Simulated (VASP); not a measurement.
Set up this calculation in VASP 6.6.1, as the native input.

* Task: relaxation of cell and atoms
* Functional: PBE
* Potentials or basis: VASP PAW PBE potentials, release 64 (Ba_sv, Te)
* Cutoff: 600 eV
* k mesh: 8 × 8 × 8
* Occupations: gaussian, width 0.02 eV
* Spin: no spin polarisation
* Dipole correction: no
* Further INCAR settings: ALGO = Fast; EDIFF = 1e-07; IBRION = 2; EDIFFG = -0.005; NSW = 100; ISIF = 3

The structure of BaTe lies in POSCAR:

```
BaTe
1.0
    0.0000000000      3.4100000000      3.4100000000
    3.4100000000      0.0000000000      3.4100000000
    3.4100000000      3.4100000000      0.0000000000
Ba Te
1 1
Direct
    0.0000000000      0.0000000000      0.0000000000
    0.5000000000      0.5000000000      0.5000000000
```

These files were run (other wordings do the same):

INCAR

```
PREC = Accurate
ENCUT = 600
EDIFF = 1E-7
ISMEAR = 0
SIGMA = 0.02
LREAL = F
LASPH = T
NELM = 100
ALGO = Fast
ISIF = 3
LWAVE = F
LCHARG = F
GGA = PE
IBRION = 2
NSW = 100
EDIFFG = -0.005
```

KPOINTS

```
regular mesh
0
Gamma
  8 8 8
```

Potentials or basis: VASP PAW PBE potentials, release 64 (Ba_sv, Te).

Launch:

```sh
$ cat potpaw_PBE.64/Ba_sv/POTCAR potpaw_PBE.64/Te/POTCAR > POTCAR
$ mpirun -np 1 vasp_std > vasp.out
```

Results of the run:

* Relaxed volume: 44.54 Å³/atom
* Relaxed cell: a = 5.013 Å, b = 5.013 Å, c = 5.013 Å, α = 60.00°, β = 60.00°, γ = 60.00°
* Space group after relaxing (to 0.05 Å): Fm-3m (No. 225)
* Energy gained by relaxing: 58.1 meV/atom
* Ionic steps: 5
* Pressure after relaxing: 0.0 GPa
* Band gap on the k mesh: 1.60 eV, indirect (least direct gap 1.98 eV)

Caveat: spin-orbit coupling is left out, which moves the levels of the heavy elements; the volume moved by +12 % from the deposited cell, more than functionals usually miss.

Run time: 6.7 min on 1 thread of AMD EPYC 7R43 64-Core Processor (Zen 3) (shared host), peak memory 0.24 GiB.
